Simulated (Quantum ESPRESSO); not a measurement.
# ZrS (Fm-3m) in Quantum ESPRESSO: further runs, part 2 of 2

Quantum ESPRESSO 7.5. Earlier steps stand in the parts before.

### 3 Single point, LDA, 17.00 Å³/atom

The input, pw.in:

```
&CONTROL
  calculation = 'scf'
  prefix = 'pwscf'
  outdir = './tmp'
  pseudo_dir = './pseudo'
  tprnfor = .true.
  tstress = .true.
  disk_io = 'nowf'
/
&SYSTEM
  ibrav = 0
  nat = 2
  ntyp = 2
  ecutwfc = 45
  ecutrho = 360
  nbnd = 15
  occupations = 'smearing'
  smearing = 'fd'
  degauss = 0.00367493
/
&ELECTRONS
  conv_thr = 4d-10
  electron_maxstep = 120
  mixing_beta = 0.5
/
ATOMIC_SPECIES
Zr    91.2240 zr_lda_v1.uspp.F.UPF
S     32.0600 s_lda_v1.4.uspp.F.UPF
CELL_PARAMETERS angstrom
   0.0000000000    2.5714135354    2.5714135354
   2.5714135354    0.0000000000    2.5714135354
   2.5714135354    2.5714135354    0.0000000000
ATOMIC_POSITIONS crystal
Zr     0.0000000000    0.0000000000    0.0000000000
S      0.5000000000    0.5000000000    0.5000000000
K_POINTS automatic
9 9 9 0 0 0
```

Potentials or basis: GBRV 1.5 LDA.

The run is started by

```console
> OMP_NUM_THREADS=1 mpirun -n 2 pw.x -nk 2 -in pw.in > pw.out
```

pw.out:

```text
This program is part of the open-source Quantum ESPRESSO suite
     for quantum simulation of materials; please cite
         "P. Giannozzi et al., J. Phys.:Condens. Matter 21 395502 (2009);
         "P. Giannozzi et al., J. Phys.:Condens. Matter 29 465901 (2017);
         "P. Giannozzi et al., J. Chem. Phys. 152 154105 (2020);
     in publications or presentations arising from this work. More details at

     Message from routine setup:
     using ibrav=0 with symmetry is DISCOURAGED, use correct ibrav instead

     K-points division:     npool     =       2
     Subspace diagonalization in iterative solution of the eigenvalue problem:
     a serial algorithm will be used

     G-vector sticks info
     --------------------
     sticks:   dense  smooth     PW     G-vecs:    dense   smooth      PW
     Sum        1159     583    187                26469     9377    1639

     Using Slab Decomposition

     bravais-lattice index     =            0
     lattice parameter (alat)  =       6.8720  a.u.
     unit-cell volume          =     229.4787 (a.u.)^3
     number of atoms/cell      =            2
     number of atomic types    =            2
     number of electrons       =        18.00
     number of Kohn-Sham states=           15
     kinetic-energy cutoff     =      45.0000  Ry
     charge density cutoff     =     360.0000  Ry
     scf convergence threshold =      4.0E-10
     mixing beta               =       0.5000
[... 98 lines left out ...]

     Initial potential from superposition of free atoms

     starting charge      17.9982, renormalised to      18.0000

     negative rho (up, down):  5.835E-02 0.000E+00
     Starting wfcs are   17 randomized atomic wfcs

     Self-consistent Calculation

     iteration #  1     ecut=    45.00 Ry     beta= 0.50
     Davidson diagonalization with overlap
     ethr =  1.00E-02,  avg # of iterations =  4.6

     Threshold (ethr) on eigenvalues was too large:
     Diagonalizing with lowered threshold

     Davidson diagonalization with overlap
     ethr =  1.63E-04,  avg # of iterations =  4.9

     negative rho (up, down):  5.853E-02 0.000E+00
[... 67 lines left out ...]
     iteration #  9     ecut=    45.00 Ry     beta= 0.50
     Davidson diagonalization with overlap
     ethr =  4.03E-12,  avg # of iterations =  4.2

     negative rho (up, down):  5.872E-02 0.000E+00

     End of self-consistent calculation

          k = 0.0000 0.0000 0.0000 (  1211 PWs)   bands (ev):

   -34.2630 -12.2785 -12.2785 -12.2785  -0.5868  11.9663  11.9663  11.9663
    13.9572  13.9572  13.9572  14.6868  14.6868  17.7807  22.6967

          k = 0.0786 0.0786-0.0786 (  1191 PWs)   bands (ev):
[... 166 lines left out ...]
   -34.2163 -12.5567 -12.5001 -12.4208   0.6990   8.9109   9.5215   9.5666
    15.0085  16.0094  17.4047  18.0139  18.3932  22.7504  23.5348

     the Fermi energy is    15.3940 ev

!    total energy              =    -123.62139106 Ry
     estimated scf accuracy    <          1.9E-10 Ry
     smearing contrib. (-TS)   =      -0.00079662 Ry
     internal energy E=F+TS    =    -123.62059444 Ry

     The total energy is F=E-TS. E is the sum of the following terms:
     one-electron contribution =     -10.97955161 Ry
     hartree contribution      =      14.83232685 Ry
     xc contribution           =     -26.40908971 Ry
     ewald contribution        =    -101.06427997 Ry

     convergence has been achieved in   9 iterations

     negative rho (up, down):  5.872E-02 0.000E+00

     Forces acting on atoms (cartesian axes, Ry/au):

     atom    1 type  1   force =     0.00000000    0.00000000   -0.00000000
     atom    2 type  2   force =    -0.00000000   -0.00000000    0.00000000

     Total force =     0.000000     Total SCF correction =     0.000000

     Computing stress (Cartesian axis) and pressure

     negative rho (up, down):  5.872E-02 0.000E+00
          total   stress  (Ry/bohr**3)                   (kbar)     P=       -9.22
  -0.00006267   0.00000000   0.00000000           -9.22        0.00        0.00
   0.00000000  -0.00006267   0.00000000            0.00       -9.22        0.00
   0.00000000   0.00000000  -0.00006267            0.00        0.00       -9.22

=------------------------------------------------------------------------------=
   JOB DONE.
=------------------------------------------------------------------------------=
```

Run time: 8.5 s. Hardware: 2 MPI ranks of Arm Neoverse V2, shared host; peak memory 0.2 GiB.

Results:

* Free energy: -1681.9547 eV
* Pressure: -0.9 GPa
* Band gap on the k mesh: none (metal or under the smearing width)

### 4 Single point, LDA, 17.36 Å³/atom

Changes to pw.in since step 3:

```diff
@@ -29,5 +29,5 @@
 CELL_PARAMETERS angstrom
-   0.0000000000    2.5714135354    2.5714135354
-   2.5714135354    0.0000000000    2.5714135354
-   2.5714135354    2.5714135354    0.0000000000
+   0.0000000000    2.5895226780    2.5895226780
+   2.5895226780    0.0000000000    2.5895226780
+   2.5895226780    2.5895226780    0.0000000000
 ATOMIC_POSITIONS crystal
```

The run is started by

```console
> OMP_NUM_THREADS=1 mpirun -n 2 pw.x -nk 2 -in pw.in > pw.out
```

It took 7.9 s on 2 MPI ranks of Arm Neoverse V2, shared host; peak memory 0.2 GiB.

Results (log left out):

```
Free energy            : -1681.9436 eV
Pressure               : -4.0 GPa
Band gap on the k mesh : none (metal or under the smearing width)
```

### 5 Single point, LDA, 17.73 Å³/atom

Changes to pw.in since step 4:

```diff
@@ -29,5 +29,5 @@
 CELL_PARAMETERS angstrom
-   0.0000000000    2.5895226780    2.5895226780
-   2.5895226780    0.0000000000    2.5895226780
-   2.5895226780    2.5895226780    0.0000000000
+   0.0000000000    2.6073820195    2.6073820195
+   2.6073820195    0.0000000000    2.6073820195
+   2.6073820195    2.6073820195    0.0000000000
 ATOMIC_POSITIONS crystal
```

The run is started by

```console
> OMP_NUM_THREADS=1 mpirun -n 2 pw.x -nk 2 -in pw.in > pw.out
```

It took 8.7 s on 2 MPI ranks of Arm Neoverse V2, shared host; peak memory 0.2 GiB.

The run converged. Its results:

```
Free energy            : -1681.9194 eV
Pressure               : -6.7 GPa
Band gap on the k mesh : none (metal or under the smearing width)
```

### 6 Single point, LDA, 18.09 Å³/atom

Changes to pw.in since step 5:

```diff
@@ -29,5 +29,5 @@
 CELL_PARAMETERS angstrom
-   0.0000000000    2.6073820195    2.6073820195
-   2.6073820195    0.0000000000    2.6073820195
-   2.6073820195    2.6073820195    0.0000000000
+   0.0000000000    2.6250000000    2.6250000000
+   2.6250000000    0.0000000000    2.6250000000
+   2.6250000000    2.6250000000    0.0000000000
 ATOMIC_POSITIONS crystal
```

Potentials or basis: GBRV 1.5 LDA.

The run is started by

```console
> OMP_NUM_THREADS=1 mpirun -n 2 pw.x -nk 2 -in pw.in > pw.out
```

Run time: 8.8 s. Hardware: 2 MPI ranks of Arm Neoverse V2, shared host; peak memory 0.2 GiB.

The run converged. Its results:

```
Free energy            : -1681.8837 eV
Pressure               : -9.1 GPa
Band gap on the k mesh : none (metal or under the smearing width)
```

### 7 Single point, LDA, 18.45 Å³/atom

Changes to pw.in since step 6:

```diff
@@ -29,5 +29,5 @@
 CELL_PARAMETERS angstrom
-   0.0000000000    2.6250000000    2.6250000000
-   2.6250000000    0.0000000000    2.6250000000
-   2.6250000000    2.6250000000    0.0000000000
+   0.0000000000    2.6423846126    2.6423846126
+   2.6423846126    0.0000000000    2.6423846126
+   2.6423846126    2.6423846126    0.0000000000
 ATOMIC_POSITIONS crystal
```

The run is started by

```console
> OMP_NUM_THREADS=1 mpirun -n 2 pw.x -nk 2 -in pw.in > pw.out
```

It took 7.8 s on 2 MPI ranks of Arm Neoverse V2, shared host; peak memory 0.2 GiB.

It converged, with:

```yaml
Free_energy: -1681.8376 eV
Pressure: -11.3 GPa
Band_gap_on_the_k_mesh: none (metal or under the smearing width)
```

### 8 Single point, LDA, 18.81 Å³/atom

Changes to pw.in since step 7:

```diff
@@ -29,5 +29,5 @@
 CELL_PARAMETERS angstrom
-   0.0000000000    2.6423846126    2.6423846126
-   2.6423846126    0.0000000000    2.6423846126
-   2.6423846126    2.6423846126    0.0000000000
+   0.0000000000    2.6595434350    2.6595434350
+   2.6595434350    0.0000000000    2.6595434350
+   2.6595434350    2.6595434350    0.0000000000
 ATOMIC_POSITIONS crystal
```

The run is started by

```console
> OMP_NUM_THREADS=1 mpirun -n 2 pw.x -nk 2 -in pw.in > pw.out
```

It took 7.8 s on 2 MPI ranks of Arm Neoverse V2, shared host; peak memory 0.2 GiB.

The run converged. Its results:

| Quantity | Value |
| --- | --- |
| Free energy | -1681.7824 eV |
| Pressure | -13.2 GPa |
| Band gap on the k mesh | none (metal or under the smearing width) |

### 9 Single point, LDA, 19.17 Å³/atom

Changes to pw.in since step 8:

```diff
@@ -29,5 +29,5 @@
 CELL_PARAMETERS angstrom
-   0.0000000000    2.6595434350    2.6595434350
-   2.6595434350    0.0000000000    2.6595434350
-   2.6595434350    2.6595434350    0.0000000000
+   0.0000000000    2.6764836589    2.6764836589
+   2.6764836589    0.0000000000    2.6764836589
+   2.6764836589    2.6764836589    0.0000000000
 ATOMIC_POSITIONS crystal
```

Potentials or basis: GBRV 1.5 LDA.

The run is started by

```console
> OMP_NUM_THREADS=1 mpirun -n 2 pw.x -nk 2 -in pw.in > pw.out
```

Run time: 8.4 s. Hardware: 2 MPI ranks of Arm Neoverse V2, shared host; peak memory 0.22 GiB.

It converged, with:

```yaml
Free_energy: -1681.7191 eV
Pressure: -14.9 GPa
Band_gap_on_the_k_mesh: none (metal or under the smearing width)
```

### 10 Equation of state, LDA

No new run: the results of the series are fitted here.

What came out:

```yaml
Equilibrium_volume: "16.90 Å³/atom (rough: see the caveat)"
Bulk_modulus: 156 GPa (rough)
```

Energy against volume, from the lowest point:
| volume (Å³/atom) | energy (meV/atom) |
| --- | --- |
| 17.003 | 0.00 |
| 17.364 | 5.57 |
| 17.726 | 17.67 |
| 18.088 | 35.52 |
| 18.450 | 58.54 |
| 18.811 | 86.15 |
| 19.173 | 117.81 |

Caveat: the minimum lies outside the volumes run.
